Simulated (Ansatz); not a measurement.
# Y2NS2 MXene bilayer (AA) in a perpendicular field

What dipole does a perpendicular field induce in the Y2NS2 MXene bilayer (AA)? A positive field points along +c.

Calculated with Ansatz 0.2.0; plane-wave DFT, PBE-D3(BJ), Ansatz PAW.

Most raw output is cut from this account.

## Step 1: The structure

The cell holds 10 atoms: 4 S, 4 Y and 2 N. Cell: a = 3.406 Å, b = 3.406 Å, c = 63.222 Å, α = 90.0°, β = 90.0°, γ = 120.0°. Regions: layer 1: Y2NS2 MXene, 5 atoms (2 S, 2 Y and 1 N); layer 2: Y2NS2 MXene, 5 atoms (2 S, 2 Y and 1 N). Vacuum lies along c.

Structure file:

```xyz
10
Lattice="3.4063 0.0000 0.0000 -1.7031 2.9499 0.0000 0.0000 0.0000 63.2221" Properties=species:S:1:pos:R:3
S     0.0000    1.9666   23.5500
Y     1.7031    0.9833   25.4865
N     0.0000    0.0000   26.8305
Y     0.0000    1.9666   28.1745
S     1.7031    0.9833   30.1111
S     0.0000    1.9666   33.1111
Y     1.7031    0.9833   35.0476
N     0.0000    0.0000   36.3916
Y     0.0000    1.9666   37.7356
S     1.7031    0.9833   39.6721
```

## Step 2: Relaxation

The starting cell is a guess, so the in-plane lattice and the atoms are relaxed first, with the slab cut off from its images along the normal.

input.yaml

```yaml
crystal:
  lattice:
    - [3.40626, 0.0, 0.0]
    - [-1.70313, 2.9499076919, 0.0]
    - [0.0, 0.0, 63.2221108536]
  atoms:
    - { symbol: S, position: [0.3333333333, 0.6666666667, 0.3724962625] }
    - { symbol: "Y", position: [0.6666666667, 0.3333333333, 0.4031265], spin: 1.0 }
    - { symbol: "N", position: [0.0, 0.0, 0.424385193] }
    - { symbol: "Y", position: [0.3333333333, 0.6666666667, 0.445643886], spin: 1.0 }
    - { symbol: S, position: [0.6666666667, 0.3333333333, 0.4762741234] }
    - { symbol: S, position: [0.3333333333, 0.6666666667, 0.5237258766] }
    - { symbol: "Y", position: [0.6666666667, 0.3333333333, 0.554356114], spin: -1.0 }
    - { symbol: "N", position: [0.0, 0.0, 0.575614807] }
    - { symbol: "Y", position: [0.3333333333, 0.6666666667, 0.5968735], spin: -1.0 }
    - { symbol: S, position: [0.6666666667, 0.3333333333, 0.6275037375] }
  periodic: [true, true, false]
magnetization:
  spin_polarized: true
kpoints:
  mp_grid: { grid: [12, 12, 1] }
hamiltonian:
  xc: pbe
  dispersion: d3bj
scf:
  occupations: { method: fermi_dirac, width: 0.05 }
  convergence: { dr2_threshold: 1.0e-09 }
relax:
  f_tol: 0.004
  max_steps: 90
  cell: {}
output:
  write_potential: true
  write_density: true
  volumetric_format: npy
```

Run with:

```console
$ ansatz run input.yaml --threads 4 --pin off --max-ram 12288MiB --backend cpu --events-out ev --progress --plain --runs-dir out
```

The job ended after 6.5 min (4 threads of Intel Xeon 6975P-C (Granite Rapids), shared host; peak memory 2.1 GiB; 25 min of CPU time).

The steps of the relaxation:

```tsv
step	energy less that of the first step (eV)	largest force component (eV/Å)	volume (Å³)
1	0.0000	2.0930	635.27
2	-0.9728	1.0336	698.28
3	-1.1198	0.6267	742.94
4	-1.2266	0.0527	732.35
5	-1.2587	0.1178	729.82
6	-1.2660	0.1067	733.12
7	-1.2681	0.0477	736.18
8	-1.2688	0.0175	736.60
9	-1.2691	0.0134	735.78
10	-1.2691	0.0004	736.18
11*	-1.3088	0.0017	736.18
12	-1.3096	0.0128	739.86
13	-1.3095	0.0007	741.05
14*	-1.3102	0.0007	741.05
```

Relaxation steps marked * repeat the geometry before them on a plane-wave basis chosen anew for their cell, so energy and pressure can jump there.

The run keeps the 6 symmetry operations that it works with, so distortions that break them were not tested.

```tsv
cell as run	before	after	change
a (Å)	3.406	3.679	+8.0 %
b (Å)	3.406	3.679	+8.0 %
```

The atoms that moved most (Å, along periodic axes as changes of fractional coordinates times the final cell, across vacuum about the mean position):

```tsv
atom	dx	dy	dz	length
S1	0.000	0.000	0.804	0.804
S10	0.000	0.000	-0.804	0.804
Y7	0.000	0.000	-0.511	0.511
Y4	0.000	0.000	0.511	0.511
N3	0.000	0.000	0.490	0.490
N8	0.000	0.000	-0.490	0.490
Y9	0.000	0.000	-0.429	0.429
Y2	0.000	0.000	0.429	0.429
```

The relaxed structure:

```xyz
10
Lattice="3.6789 0.0000 0.0000 -1.8395 3.1861 0.0000 0.0000 0.0000 63.2221" Properties=species:S:1:pos:R:3
S     0.0000    2.1240   24.3539
Y     1.8395    1.0620   25.9160
N     0.0000    0.0000   27.3208
Y     0.0000    2.1240   28.6856
S     1.8395    1.0620   30.2589
S     0.0000    2.1240   32.9632
Y     1.8395    1.0620   34.5366
N     0.0000    0.0000   35.9013
Y     0.0000    2.1240   37.3061
S     1.8395    1.0620   38.8682
```

Numbers from this step:

| Item | Value |
| --- | --- |
| energy at zero smearing | -19787.1791 eV |

The lattice constant a goes from 3.406 to 3.679 Å.

## Step 3: Atoms held, field 0, start network

A sawtooth potential applies the field, turning back in the middle of the vacuum. With the dipole correction the typed value is the field outside the slab. The induced dipole is small, so the SCF threshold is tight.

The cell differs from the one that the last finished run ended in (c 63.222 → 32.514 Å).

input.yaml

```yaml
crystal:
  lattice:
    - [3.6789385165, 0.0, 0.0]
    - [-1.8394692583, 3.1860542143, 0.0]
    - [0.0, 0.0, 32.5142237478]
  atoms:
    - { symbol: S, position: [0.3333333333, 0.6666666667, 0.2768019335] }
    - { symbol: "Y", position: [0.6666666667, 0.3333333333, 0.3248429997] }
    - { symbol: "N", position: [0.0, 0.0, 0.3680504698] }
    - { symbol: "Y", position: [0.3333333333, 0.6666666667, 0.4100241305] }
    - { symbol: S, position: [0.6666666667, 0.3333333333, 0.4584126801] }
    - { symbol: S, position: [0.3333333333, 0.6666666667, 0.541587321] }
    - { symbol: "Y", position: [0.6666666667, 0.3333333333, 0.5899758681] }
    - { symbol: "N", position: [0.0, 0.0, 0.6319495321] }
    - { symbol: "Y", position: [0.3333333333, 0.6666666667, 0.6751569985] }
    - { symbol: S, position: [0.6666666667, 0.3333333333, 0.7231980665] }
kpoints:
  mp_grid: { grid: [18, 18, 1] }
  band_path:
    path: [[0, 0, 0], [0.5, 0, 0], [0.33333333, 0.33333333, 0], [0, 0, 0]]
    npoints: 16
hamiltonian:
  xc: pbe
  dispersion: d3bj
scf:
  occupations: { method: fermi_dirac, width: 0.02585 }
  convergence: { dr2_threshold: 1.0e-10 }
efield:
  axis: 3
  dipole_correction: true
  ramp_position: 0.97
  ramp_width: 0.06
  amplitude: 0
output:
  dos: { projected: true, e_range: [-6, 5] }
  bader: true
  write_potential: true
  write_density: true
  volumetric_format: npy
  elf: true
```

Wall time 41 s (4 threads); peak memory 1.3 GiB.

This step gave:

- energy at zero smearing: -19787.1780 eV
- work function, upper face: 7.215 eV
- dipole along the normal: -1.51e-7 e·Å

Running mean over a fixed 2.7 Å (it still follows the layers) of the planar mean; the ramp of the sawtooth is left out. Electron's electrostatic potential energy less the Fermi level against z:

```tsv
z (Å)	electron's electrostatic potential energy less the Fermi level (eV)
4	7.21
5	7.21
6	7.19
7	6.59
8	3.10
9	-1.59
10	-6.02
11	-6.15
12	-6.03
13	-6.22
14	-5.97
15	-1.14
16	1.64
17	0.999
18	-4.04
19	-6.18
20	-6.10
21	-6.07
22	-6.12
23	-4.66
24	1.04
25	5.04
26	7.09
27	7.21
28	7.21
29	7.21
```

The density of states has structure finer than the step of the table below, so its rows give means over 0.2 eV, whole bins alone (the curve runs from -6 to 1.99 eV). Peaks (eV: height): -2.39: 28.3, -2.17: 19.7, -1.70: 24.9, -1.64: 31.0, -1.48: 22.3, -1.29: 23.4, -0.95: 23.2.

The density of states by energy, zero at the Fermi level; means over each step:

energy (eV), density of states (states/eV a cell) and a bar:
```
     -3.6        0.0 
     -3.4        0.3 
     -3.2        2.2 ###
     -3.0        3.4 #####
     -2.8        5.5 ########
     -2.6        6.1 #########
     -2.4       10.2 ###############
     -2.2       11.8 #################
     -2.0        6.8 ##########
     -1.8        7.4 ###########
     -1.6       21.0 ##############################
     -1.4       13.1 ###################
     -1.2       11.7 #################
     -1.0       10.9 ################
     -0.8       10.0 ##############
     -0.6       13.4 ###################
     -0.4       15.8 #######################
     -0.2       14.1 ####################
      0.0        8.8 #############
      0.2        4.1 ######
      0.4        2.2 ###
      0.6        0.6 #
      0.8        0.0 
      1.0        0.0 
      1.2        0.0 
      1.4        0.0 
      1.6        0.0 
      1.8        0.8 #
```

Projected DOS per atom over height of the atomic layer and energy from the Fermi level. Layers: S Y N Y S S Y N Y S from below.

Values in states/eV, 22 rows by 10 columns, each cell a mean:
```
0.04 0.15 0.01 0.17 0.03 0.03 0.17 0.01 0.15 0.04
0.00 0.00 0.00 0.00 0.00 0.00 0.00 0.00 0.00 0.00
0.00 0.00 0.00 0.00 0.00 0.00 0.00 0.00 0.00 0.00
0.01 0.00 0.01 0.00 0.01 0.01 0.00 0.01 0.00 0.01
0.42 0.04 0.34 0.04 0.47 0.47 0.04 0.34 0.04 0.42
1.29 0.19 0.86 0.21 1.68 1.68 0.21 0.86 0.19 1.29
2.78 0.50 0.89 0.61 2.77 2.77 0.61 0.89 0.50 2.78
2.59 0.57 0.56 0.46 1.69 1.69 0.46 0.56 0.57 2.59
1.60 0.58 0.98 0.49 1.30 1.30 0.49 0.98 0.58 1.60
1.34 1.05 3.48 1.00 1.29 1.29 1.00 3.48 1.05 1.34
1.47 0.73 1.72 0.59 0.98 0.98 0.59 1.72 0.73 1.47
1.04 0.69 1.31 0.67 1.49 1.49 0.67 1.31 0.69 1.04
0.40 0.47 1.02 0.57 0.89 0.89 0.57 1.02 0.47 0.40
0.20 0.33 0.64 0.45 0.55 0.55 0.45 0.64 0.33 0.20
0.07 0.11 0.18 0.17 0.19 0.19 0.17 0.18 0.11 0.07
0.00 0.00 0.00 0.00 0.00 0.00 0.00 0.00 0.00 0.00
0.00 0.00 0.00 0.00 0.00 0.00 0.00 0.00 0.00 0.00
0.00 0.00 0.00 0.00 0.00 0.00 0.00 0.00 0.00 0.00
0.00 0.00 0.00 0.00 0.00 0.00 0.00 0.00 0.00 0.00
0.00 0.00 0.00 0.00 0.00 0.00 0.00 0.00 0.00 0.00
0.00 0.00 0.00 0.00 0.00 0.00 0.00 0.00 0.00 0.00
0.00 0.00 0.00 0.00 0.00 0.00 0.00 0.00 0.00 0.00
```
Columns: height of the atomic layer (Å) from 9 to 23.5 (not evenly spaced); rows upwards: energy from the Fermi level (eV) from -5.96 to 1.96.

The electronic bands at the labelled points (eV, zero at the Fermi level):

```tsv
point	band 37	band 38	band 39	band 40	band 41	band 42	band 43	band 44
Γ	0.47	0.47	0.56	0.56	3.52	3.52	3.54	3.54
halfway	-0.04	-0.01	0.01	0.08	2.39	2.55	4.26	4.30
M	-0.34	-0.21	-0.16	-0.02	1.71	1.93	4.06	4.32
halfway	-0.63	-0.52	-0.46	-0.13	2.53	2.71	4.65	4.87
K	-0.79	-0.79	-0.41	-0.41	3.96	3.96	4.05	4.05
halfway	-0.44	-0.19	-0.17	0.02	3.04	3.18	3.38	3.40
Γ	0.47	0.47	0.56	0.56	3.52	3.52	3.54	3.54
```

ELF in the ca plane at fractional y = 0.333, with atoms of Y and S within 0.2 Å of it. It is the smooth field of the valence electrons, not physical close to the nuclei.

Ten even steps from '0' (0.00) to '9' (0.87), each cell a mean:
```
00000000000012455224652132101379998401454224
00000000000000121159997211113799899720111269
00000000000000000289689300126885169940000398
00000000000000000289689300126885159940000398
00000000000000111169997201114798799820111279
00000000000012454225662122101479998511354235
00000000000125788631111453111136774103687521
00000000000146899863114664123101221015899852
00000000000246899873114764123101110015899862
00000000000135788741002453111125663103788631
```
Columns run along c (16.0 Å, from fractional 0.10 to 0.59 of the cell), rows up along a (3.7 Å). Atoms in or near the plane, at fractional coordinates: Y at (0.32, 0.67), S at (0.46, 0.67), Y at (0.59, 0.67).

Valence density in the ca plane at fractional y = 0.333, with atoms of Y and S within 0.2 Å of it. It is the smooth field of the valence electrons, not physical close to the nuclei.

Ten steps, logarithmic in the rise over the least value, from '0' (0.0 e/Å³) to '9' (3.5 e/Å³), each cell a mean:
```
00000000000000000123344566433333345665432223
00000000000000000012236899743222356777642122
00000000000000000011247999852222357757652112
00000000000000000011247999852222357757752112
00000000000000000012246899742222356777642122
00000000000000000123344676533333345666432223
00000000000000000134444443344434444444321234
00000000000000001234554333344445543322112345
00000000000000001234554333344445543222112345
00000000000000000234444333344444443443211234
```
Columns run along c (16.0 Å, from fractional 0.05 to 0.55 of the cell), rows up along a (3.7 Å). Atoms in or near the plane, at fractional coordinates: Y at (0.32, 0.67), S at (0.46, 0.67).

Electrostatic potential energy in the ca plane at fractional y = 0.333, with atoms of Y and S within 0.2 Å of it. With pseudopotentials it is smooth inside the atoms' cores, unlike the true potential.

Values in eV, 6 rows by 16 columns, each cell a mean:
```
  8   8   8   8   7   6  -4 -25  -4   2   1 -10  -3   6   4 -13
  8   8   8   8   7   5 -17 -44 -17   3   2 -29 -20   6   3 -32
  8   8   8   8   7   5 -14 -42 -13   3   2 -26 -16   6   3 -29
  8   8   8   8   7   5  -1 -13  -1   1  -1  -3   2   6   3  -6
  8   8   8   8   7   3   2   2   3  -1  -7   3   6   6   1   2
  8   8   8   8   7   4   2   0   3  -1  -5   3   6   6   2   1
```
Columns run along c (16.0 Å, from fractional 0.10 to 0.59 of the cell; values clipped at the 3rd and 97th percentile), rows up along a (3.7 Å). Atoms in or near the plane, at fractional coordinates: Y at (0.32, 0.67), S at (0.46, 0.67), Y at (0.59, 0.67).

The work function of the upper face is 7.21 eV.

## Step 4: Single point, field 0.1 V/Å

input.yaml: that of step 3 with these lines changed.

```diff
@@ -30,8 +30,6 @@
   dipole_correction: true
-  ramp_position: 0.97
-  ramp_width: 0.06
-  amplitude: 0
+  ramp_position: 0.9616
+  ramp_width: 0.0769
+  amplitude: 0.1
 output:
-  dos: { projected: true, e_range: [-6, 5] }
-  bader: true
   write_potential: true
@@ -39,2 +37 @@
   volumetric_format: npy
-  elf: true
```

It took 19 s on 4 threads; peak memory 1.2 GiB.

The dipole is 0.106 e·Å.

## Step 5: Atoms held, field -0.1 V/Å

input.yaml: that of step 4 with these lines changed.

```diff
@@ -32,3 +32,3 @@
   ramp_width: 0.0769
-  amplitude: 0.1
+  amplitude: -0.1
 output:
```

The job ended after 19 s (4 threads; peak memory 1.2 GiB; 74 s of CPU time).

The dipole is -0.106 e·Å.

## Step 6: Single point, field 0.2 V/Å

input.yaml: that of step 5 with these lines changed.

```diff
@@ -32,3 +32,3 @@
   ramp_width: 0.0769
-  amplitude: -0.1
+  amplitude: 0.2
 output:
```

It took 20 s on 4 threads; peak memory 1.2 GiB; 77 s of CPU time.

The dipole is 0.212 e·Å.

## Step 7: Single point, field -0.2 V/Å

input.yaml: that of step 6 with these lines changed.

```diff
@@ -32,3 +32,3 @@
   ramp_width: 0.0769
-  amplitude: 0.2
+  amplitude: -0.2
 output:
```

It took 23 s on 4 threads; peak memory 1.2 GiB; 89 s of CPU time.

The dipole is -0.212 e·Å.

## Step 8: Single point, field 0.35 V/Å

input.yaml: that of step 7 with these lines changed.

```diff
@@ -30,6 +30,8 @@
   dipole_correction: true
-  ramp_position: 0.9616
-  ramp_width: 0.0769
-  amplitude: -0.2
+  ramp_position: 0.9435
+  ramp_width: 0.1129
+  amplitude: 0.35
 output:
+  dos: { projected: true, e_range: [-6, 5] }
+  bader: true
   write_potential: true
@@ -37 +39,2 @@
   volumetric_format: npy
+  elf: true
```

It took 37 s on 4 threads; peak memory 1.2 GiB; 2.4 min of CPU time.

The dipole is 0.371 e·Å.

## Step 9: Response, atoms held

This step: plane-wave DFT, PBE-D3(BJ), Ansatz PAW; response to a field along the normal, atoms held (Ansatz 0.2.0).

The dipoles give the slope, and the difference of two potentials shows where the field is screened.

Numbers from this step:

```
equivalent conductor thickness p/(ε₀AE) : 16.36 Å
distance between the outer atoms        : 14.51 Å
```

Table of dipole of the cell by applied field:

```tsv
applied field (V/Å)	dipole of the cell (e·Å)
-0.200	-0.212
-0.100	-0.106
0.000	0
0.100	0.106
0.200	0.212
0.350	0.371
```

(Continued in part 2 of 2.)

[Logs are printed without paths, hosts, clocks, repeated set-up lines and the standing remarks that a program may print on its own settings, such as how far it seeks lower states.]

[Hosts, paths, dates, database ids (printed as entryN), source tags and the programs' standing remarks are cut or masked in the printed files.]

[Maps of the electrostatic potential energy from Ansatz leave out the sawtooth potential of an applied field or a dipole correction, so their vacuum need not be flat; planar profiles and work functions include it.]

[The density of states shown here was stored with 400 of the rows of the run's finer table, so its peaks can read low, often by over a quarter, or be missed, and its means over a window can be off by a tenth or more.]
